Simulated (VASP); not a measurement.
## Ga on the In site in a supercell of InP

Aim: the formation energy and local structure of Ga on the In site in InP. The start is a cell from a database of measured crystal structures.

Program: VASP 6.6.1. Level of theory: PBEsol; plane waves and PAW (In, P), in the first sound run; inputs show where later runs differ. Results are calculated unless marked as measured.

This is a report of a sequence of runs, with most program output left out.

The database entry behind the starting cell differs from later determinations by our own check (0.1 to 0.3 % short, probably kX units), so it need not match the best structure at ambient conditions.

### 1. The host crystal

The structure is cubic, space group F-43m (No. 216). The conventional cell has a = 5.861 Å, b = 5.861 Å, c = 5.861 Å, α = 90.00°, β = 90.00°, γ = 90.00°. Nearest to In lie 4 P at 2.54 Å. P has 4 In at 2.54 Å nearest. Farther neighbours are not listed.

### 2. The host at zero pressure

First cell and atoms are relaxed at a raised cutoff, so that later runs start from this functional's own cell.

Input file INCAR:

```
SYSTEM = InP
PREC = Accurate
ENCUT = 350
EDIFF = 1E-06
NELM = 120
ISMEAR = 0
SIGMA = 0.05
LREAL = .FALSE.
ALGO = Normal
GGA = PS
NBANDS = 10
LORBIT = 11
LWAVE = .FALSE.
LCHARG = .FALSE.
KPAR = 8
LASPH = .TRUE.
IBRION = 2
NSW = 40
ISIF = 3
EDIFFG = -0.02
POTIM = 0.4
```

Input file POSCAR:

```
InP
1.0
    0.0000000000      2.9305000000      2.9305000000
    2.9305000000      0.0000000000      2.9305000000
    2.9305000000      2.9305000000      0.0000000000
In P
1 1
Direct
    0.0000000000      0.0000000000      0.0000000000
    0.7500000000      0.7500000000      0.7500000000
```

Input file KPOINTS:

```
Automatic mesh
0
Gamma
6 6 6
0 0 0
```

PAW data sets: In and P (PBE family, release 64).

Run with:

```
mpirun -np 8 vasp_std
```

Run time: 9.2 s. Hardware: 8 MPI ranks of Intel Xeon Platinum 8259CL at 2.50GHz (Skylake/Cascade Lake), shared host; peak memory 1.4 GiB; 69 s of CPU time.

The gap is read on the k-mesh alone, so it is an upper bound where the band edges lie off the mesh. The PAW data sets were made with PBE, which is usual practice but a small mismatch for other functionals. The data set In keeps the semicore shell frozen, which is cheaper and a little less accurate. The run keeps the 24 symmetry operations of its start, so it cannot find a distortion of lower symmetry.

Relaxation path:

| step | energy less that of the first step (eV) | largest force (eV/Å) | pressure (GPa) | volume (Å³) |
| --- | --- | --- | --- | --- |
| 1 | 0.0000 | 0.0000 | 2.65 | 50.33 |
| 2 | -0.0129 | 0.0000 | -0.80 | 52.80 |
| 3 | -0.0146 | 0.0000 | 0.01 | 52.16 |

| conventional cell, symmetrised | before | after | change |
| --- | --- | --- | --- |
| a (Å) | 5.861 | 5.931 | +1.2 % |
| b (Å) | 5.861 | 5.931 | +1.2 % |
| c (Å) | 5.861 | 5.931 | +1.2 % |
| volume (Å³/atom) | 25.17 | 26.08 | +3.6 % |

Final coordinates:

```xyz
2
Lattice="0.0000 2.9654 2.9654 2.9654 0.0000 2.9654 2.9654 2.9654 0.0000" Properties=species:S:1:pos:R:3 pbc="T T T"
In    0.0000    0.0000    0.0000
P     4.4482    4.4482    4.4482
```

This step gave:

- electronic cycles: 26
- electrons: 8
- free energy (TOTEN): -9.042 eV
- Fermi energy: 3.673 eV
- labelled metallic, from the levels on this mesh: no
- gap on the k-mesh: 0.4821 eV
- least direct gap on the k-mesh: 0.4821 eV

The run ended after 3 ionic steps, 0.015 eV below its first step, once forces and stress met EDIFFG = -0.02.

### 3. The supercell without the defect

System of this step: InP. The cell holds 54 atoms: 27 In and 27 P. Its edges and angles: a = 12.581 Å, b = 12.581 Å, c = 12.581 Å, α = 60.0°, β = 60.0°, γ = 60.0°. It derives from InP.

The same cell, mesh and cutoff without the defect give the energy to subtract and, in a gapped host, the band edges to count from, so that most errors cancel.

Input file INCAR:

```
SYSTEM = InP
PREC = Normal
ENCUT = 300
EDIFF = 1E-05
NELM = 120
ISMEAR = 0
SIGMA = 0.05
LREAL = Auto
ALGO = Fast
GGA = PS
NBANDS = 152
LORBIT = 11
LWAVE = .FALSE.
LCHARG = .FALSE.
KPAR = 4
NCORE = 2
LASPH = .TRUE.
```

Input file POSCAR:

```
InP
1.0
    0.0000000000      8.8963177857      8.8963177857
    8.8963177857      0.0000000000      8.8963177857
    8.8963177857      8.8963177857      0.0000000000
In P
27 27
Direct
    0.0000000000      0.0000000000      0.0000000000
    0.0000000000      0.0000000000      0.3333333333
    0.0000000000      0.0000000000      0.6666666667
    0.0000000000      0.3333333333      0.0000000000
    0.0000000000      0.3333333333      0.3333333333
    0.0000000000      0.3333333333      0.6666666667
    0.0000000000      0.6666666667      0.0000000000
    0.0000000000      0.6666666667      0.3333333333
    0.0000000000      0.6666666667      0.6666666667
    0.3333333333      0.0000000000      0.0000000000
    0.3333333333      0.0000000000      0.3333333333
    0.3333333333      0.0000000000      0.6666666667
    0.3333333333      0.3333333333      0.0000000000
    0.3333333333      0.3333333333      0.3333333333
    0.3333333333      0.3333333333      0.6666666667
    0.3333333333      0.6666666667      0.0000000000
    0.3333333333      0.6666666667      0.3333333333
    0.3333333333      0.6666666667      0.6666666667
    0.6666666667      0.0000000000      0.0000000000
    0.6666666667      0.0000000000      0.3333333333
    0.6666666667      0.0000000000      0.6666666667
    0.6666666667      0.3333333333      0.0000000000
    0.6666666667      0.3333333333      0.3333333333
    0.6666666667      0.3333333333      0.6666666667
    0.6666666667      0.6666666667      0.0000000000
    0.6666666667      0.6666666667      0.3333333333
    0.6666666667      0.6666666667      0.6666666667
    0.2500000000      0.2500000000      0.2500000000
    0.2500000000      0.2500000000      0.5833333333
    0.2500000000      0.2500000000      0.9166666667
    0.2500000000      0.5833333333      0.2500000000
    0.2500000000      0.5833333333      0.5833333333
    0.2500000000      0.5833333333      0.9166666667
    0.2500000000      0.9166666667      0.2500000000
    0.2500000000      0.9166666667      0.5833333333
    0.2500000000      0.9166666667      0.9166666667
    0.5833333333      0.2500000000      0.2500000000
    0.5833333333      0.2500000000      0.5833333333
    0.5833333333      0.2500000000      0.9166666667
    0.5833333333      0.5833333333      0.2500000000
    0.5833333333      0.5833333333      0.5833333333
    0.5833333333      0.5833333333      0.9166666667
    0.5833333333      0.9166666667      0.2500000000
    0.5833333333      0.9166666667      0.5833333333
    0.5833333333      0.9166666667      0.9166666667
    0.9166666667      0.2500000000      0.2500000000
    0.9166666667      0.2500000000      0.5833333333
    0.9166666667      0.2500000000      0.9166666667
    0.9166666667      0.5833333333      0.2500000000
    0.9166666667      0.5833333333      0.5833333333
    0.9166666667      0.5833333333      0.9166666667
    0.9166666667      0.9166666667      0.2500000000
    0.9166666667      0.9166666667      0.5833333333
    0.9166666667      0.9166666667      0.9166666667
```

Input file KPOINTS:

```
Automatic mesh
0
Gamma
2 2 2
0 0 0
```

Run with:

```
mpirun -np 8 vasp_std
```

Wall time 80 s (8 MPI ranks); peak memory 2.9 GiB; 10 min of CPU time.

This step gave:

```
electronic cycles   : 19
electrons           : 216
free energy (TOTEN) : -244.1274 eV
Fermi energy        : 3.690 eV
gap on the k-mesh   : 0.4815 eV
```

No direct gap is given, since this cell folds other wave vectors onto the zone centre.

The perfect cell has a gap of 0.48 eV on this mesh, with its valence-band top at 3.454 eV, and only the neutral defect is run.

### 4. Reference Ga

This step: PBEsol; plane waves and PAW (Ga) (VASP 6.6.1).

System of this step: Ga. The structure is orthorhombic, space group Cmce (No. 64). Conventional cell: a = 4.432 Å, b = 7.598 Å, c = 4.556 Å, α = 90.00°, β = 90.00°, γ = 90.00°. Nearest to Ga lie 7 Ga at 2.49 to 2.75 Å.

The reference for Ga is its crystal, relaxed at the cutoff of the large cell.

Input file INCAR:

```
SYSTEM = Ga
PREC = Normal
ENCUT = 300
EDIFF = 1E-05
NELM = 120
ISMEAR = 1
SIGMA = 0.1
LREAL = Auto
ALGO = Fast
GGA = PS
NBANDS = 12
LORBIT = 11
LWAVE = .FALSE.
LCHARG = .FALSE.
KPAR = 8
LASPH = .TRUE.
IBRION = 2
NSW = 25
ISIF = 3
EDIFFG = -0.02
POTIM = 0.4
```

Input file POSCAR:

```
Ga
1.0
    2.2160233304     -3.7989918401      0.0000000000
    2.2160233304      3.7989918401      0.0000000000
    0.0000000000      0.0000000000      4.5555035300
Ga
4
Direct
    0.6556957200      0.3443042800      0.4154013900
    0.8443042800      0.1556957200      0.9154013900
    0.3443042800      0.6556957200      0.5845986100
    0.1556957200      0.8443042800      0.0845986100
```

Input file KPOINTS:

```
Automatic mesh
0
Gamma
7 7 6
0 0 0
```

The projector-augmented-wave data sets are Ga (PBE family, release 64).

Run with:

```
mpirun -np 8 vasp_std
```

Run time: 5.8 s. Hardware: 8 MPI ranks; peak memory 0.98 GiB.

The k-mesh is coarse for a metal. The data set Ga keeps the semicore shell frozen, which is cheaper and a little less accurate. The run keeps the 8 symmetry operations of its start, so it cannot find a distortion of lower symmetry.

Relaxation path:

| step | energy less that of the first step (eV) | largest force (eV/Å) | pressure (GPa) | volume (Å³) |
| --- | --- | --- | --- | --- |
| 1 | 0.0000 | 0.0209 | 0.26 | 76.70 |
| 2 | -0.0004 | 0.0170 | 0.01 | 76.98 |

| conventional cell, symmetrised | before | after | change |
| --- | --- | --- | --- |
| a (Å) | 4.432 | 4.436 | +0.1 % |
| b (Å) | 7.598 | 7.614 | +0.2 % |
| c (Å) | 4.556 | 4.558 | +0.1 % |
| volume (Å³/atom) | 19.18 | 19.24 | +0.4 % |

Final coordinates:

```xyz
4
Lattice="2.2182 -3.8069 0.0000 2.2182 3.8069 0.0000 0.0000 0.0000 4.5580" Properties=species:S:1:pos:R:3 pbc="T T T"
Ga    2.2182   -1.1847    1.8938
Ga    2.2182   -2.6222    4.1728
Ga    2.2182    1.1847    2.6642
Ga    2.2182    2.6222    0.3852
```

This step gave:

```yaml
electronic_cycles: 13
electrons: 12
free_energy_toten: -13.35 eV
energy_at_zero_smearing: -13.35 eV
fermi_energy: 2.349 eV
labelled_metallic_from_the_levels_on_this_mesh: yes
```

The run ended after 2 ionic steps, 0.000 eV below its first step, once forces and stress met EDIFFG = -0.02.

Energy at zero smearing: -13.35350 eV.

### 5. Reference In

This step: PBEsol; plane waves and PAW (In) (VASP 6.6.1).

System of this step: In. The structure is tetragonal, space group I4/mmm (No. 139). The conventional cell has a = 3.246 Å, b = 3.246 Å, c = 4.939 Å, α = 90.00°, β = 90.00°, γ = 90.00°. In has 12 In at 3.25 to 3.37 Å nearest.

The reference for In is its crystal, relaxed at the cutoff of the large cell.

INCAR, as its differences from that of step 4:

```diff
@@ -1,2 +1,2 @@
-SYSTEM = Ga
+SYSTEM = In
 PREC = Normal
@@ -10,3 +10,3 @@
 GGA = PS
-NBANDS = 12
+NBANDS = 7
 LORBIT = 11
```

Input file POSCAR:

```
In
1.0
   -1.6228100628      1.6228100628      2.4694200000
    1.6228100628     -1.6228100628      2.4694200000
    1.6228100628      1.6228100628     -2.4694200000
In
1
Direct
    0.0000000000      0.0000000000      0.0000000000
```

Input file KPOINTS:

```
Automatic mesh
0
Gamma
11 11 11
0 0 0
```

PAW data sets: In (PBE family, release 64).

Run with:

```
mpirun -np 8 vasp_std
```

Run time: 11 s. Hardware: 8 MPI ranks; peak memory 0.9 GiB.

This run has no spin polarisation. Its electron count is odd, so without a moment it is a metal by construction. The run keeps the 16 symmetry operations of its start, so it cannot find a distortion of lower symmetry.

Relaxation path:

| step | energy less that of the first step (eV) | largest force (eV/Å) | pressure (GPa) | volume (Å³) |
| --- | --- | --- | --- | --- |
| 1 | 0.0000 | 0.0000 | -0.43 | 26.01 |
| 2 | -0.0005 | 0.0000 | -0.06 | 25.80 |
| 3 | -0.0006 | 0.0000 | 0.08 | 25.71 |
| 4 | -0.0006 | 0.0000 | 0.11 | 25.68 |
| 5 | -0.0009 | 0.0000 | 0.11 | 25.67 |
| 6 | -0.0018 | 0.0000 | 0.14 | 25.65 |
| 7 | -0.0009 | 0.0000 | 0.35 | 25.59 |
| 8 | -0.0019 | 0.0000 | 0.20 | 25.63 |
| 9 | -0.0019 | 0.0000 | 0.16 | 25.64 |
| 10 | -0.0019 | 0.0000 | -0.08 | 25.80 |

| conventional cell, symmetrised | before | after | change |
| --- | --- | --- | --- |
| a (Å) | 3.246 | 3.269 | +0.7 % |
| b (Å) | 3.246 | 3.269 | +0.7 % |
| c (Å) | 4.939 | 4.828 | -2.2 % |
| volume (Å³/atom) | 26.01 | 25.80 | -0.8 % |

The relaxed structure:

```xyz
1
Lattice="-1.6345 1.6345 2.4140 1.6345 -1.6345 2.4140 1.6345 1.6345 -2.4140" Properties=species:S:1:pos:R:3 pbc="T T T"
In    0.0000    0.0000    0.0000
```

Numbers from this step:

```yaml
electronic_cycles: 38
electrons: 3
free_energy_toten: -2.971 eV
energy_at_zero_smearing: -2.971 eV
fermi_energy: 4.965 eV
```

The run ended after 10 ionic steps, 0.002 eV below its first step, once forces and stress met EDIFFG = -0.02.

Energy at zero smearing: -2.97124 eV.

### 6. Reference P

This step: PBEsol; plane waves and PAW (P) (VASP 6.6.1).

System of this step: P. The structure is orthorhombic, space group Cmce (No. 64). The conventional cell has a = 3.295 Å, b = 10.930 Å, c = 4.544 Å, α = 90.00°, β = 90.00°, γ = 90.00°. Nearest to P lie 3 P at 2.20 to 2.25 Å.

P is not exchanged here; its energy serves the host's formation enthalpy.

INCAR, as its differences from that of step 5:

```diff
@@ -1,2 +1,2 @@
-SYSTEM = In
+SYSTEM = P
 PREC = Normal
@@ -5,3 +5,3 @@
 NELM = 120
-ISMEAR = 1
+ISMEAR = 0
 SIGMA = 0.1
@@ -10,3 +10,3 @@
 GGA = PS
-NBANDS = 7
+NBANDS = 16
 LORBIT = 11
```

Input file POSCAR:

```
P
1.0
    1.6477431241     -5.4650377251      0.0000000000
    1.6477431241      5.4650377251      0.0000000000
    0.0000000000      0.0000000000      4.5436355900
P
4
Direct
    0.4041431300      0.5958568700      0.9111848300
    0.5958568700      0.4041431300      0.0888151700
    0.0958568700      0.9041431300      0.4111848300
    0.9041431300      0.0958568700      0.5888151700
```

Input file KPOINTS:

```
Automatic mesh
0
Gamma
8 8 6
0 0 0
```

The projector-augmented-wave data sets are P (PBE family, release 64).

Run with:

```
mpirun -np 8 vasp_std
```

Run time: 55 s. Hardware: 8 MPI ranks; peak memory 1.3 GiB.

After so large a change of volume the plane waves of the start cell no longer fit, so the final stress carries a basis-set error.

The steps of the relaxation (22 of 23):

| step | energy less that of the first step (eV) | largest force (eV/Å) | pressure (GPa) | volume (Å³) |
| --- | --- | --- | --- | --- |
| 1 | 0.0000 | 0.2857 | -0.88 | 81.83 |
| 2 | -0.0150 | 0.2028 | -0.50 | 80.76 |
| 3 | -0.0220 | 0.2335 | 0.10 | 79.16 |
| 4 | -0.0320 | 0.1638 | -0.01 | 78.52 |
| 5 | -0.0498 | 0.0344 | -0.24 | 76.59 |
| 6 | -0.0303 | 0.3614 | -0.41 | 72.78 |
| 7 | -0.0526 | 0.1035 | -0.24 | 75.63 |
| 8 | -0.0657 | 0.0694 | -0.29 | 74.90 |
| 9 | -0.0816 | 0.0429 | -0.31 | 73.43 |
| 10 | -0.0762 | 0.1957 | 0.08 | 70.44 |
| 11 | -0.0852 | 0.0922 | -0.22 | 72.27 |
| 13 | -0.0869 | 0.0626 | 0.17 | 71.46 |
| 14 | -0.0879 | 0.0332 | 0.10 | 71.29 |
| 15 | -0.0887 | 0.0226 | -0.04 | 70.92 |
| 16 | -0.0889 | 0.0165 | 0.07 | 70.87 |
| 17 | -0.0890 | 0.0250 | 0.12 | 70.84 |
| 18 | -0.0891 | 0.0245 | 0.10 | 70.90 |
| 19 | -0.0895 | 0.0226 | 0.03 | 71.07 |
| 20 | -0.0895 | 0.0262 | -0.14 | 71.41 |
| 21 | -0.0896 | 0.0264 | -0.03 | 71.22 |
| 22 | -0.0897 | 0.0282 | 0.10 | 71.24 |
| 23 | -0.0897 | 0.0109 | 0.04 | 71.23 |

| conventional cell, symmetrised | before | after | change |
| --- | --- | --- | --- |
| a (Å) | 3.295 | 3.314 | +0.6 % |
| b (Å) | 10.930 | 10.242 | -6.3 % |
| c (Å) | 4.544 | 4.197 | -7.6 % |
| volume (Å³/atom) | 20.46 | 17.81 | -13.0 % |

The atoms that moved most (Å, as changes of fractional coordinates times the final cell):

| atom | dx | dy | dz | length |
| --- | --- | --- | --- | --- |
| P1 | 0.000 | 0.101 | 0.067 | 0.121 |
| P2 | 0.000 | -0.101 | -0.067 | 0.121 |
| P4 | 0.000 | 0.101 | -0.067 | 0.121 |
| P3 | 0.000 | -0.101 | 0.067 | 0.121 |

The relaxed structure:

```cif
data_structure
_symmetry_space_group_name_H-M 'P 1'
_symmetry_Int_Tables_number 1
_cell_length_a 5.3826
_cell_length_b 5.3826
_cell_length_c 4.1969
_cell_angle_alpha 90.000
_cell_angle_beta 90.000
_cell_angle_gamma 144.141
_cell_volume 71.23
loop_
_atom_site_label
_atom_site_type_symbol
_atom_site_fract_x
_atom_site_fract_y
_atom_site_fract_z
_atom_site_occupancy
P1 P 0.39426 0.60574 0.92713 1
P2 P 0.60574 0.39426 0.07287 1
P3 P 0.10574 0.89426 0.42713 1
P4 P 0.89426 0.10574 0.57287 1
```

Numbers from this step:

| Quantity | Value |
| --- | --- |
| electronic cycles | 134 |
| electrons | 20 |
| free energy (TOTEN) | -23.05 eV |
| energy at zero smearing | -23.05 eV |
| Fermi energy | 7.236 eV |

The run ended after 23 ionic steps, 0.090 eV below its first step, once forces and stress met EDIFFG = -0.02.

Energy at zero smearing: -23.04612 eV.

[end of part 1 of 2]

[Lines on the potential files, build, host, timing and source positions are cut from VASP's logs without a mark.]

[Logs are printed without paths, hosts, clocks, repeated set-up lines and the standing remarks that a program may print on its own settings, such as how far it seeks lower states.]

[Hosts, paths, dates, database ids (printed as entryN), source tags and the programs' standing remarks are cut or masked in the printed files.]

[In band tables of VASP the shares of atoms and orbitals are scaled to a sum of 1 inside the atoms' spheres.]

[Runs that stopped without an error message from VASP are left out.]
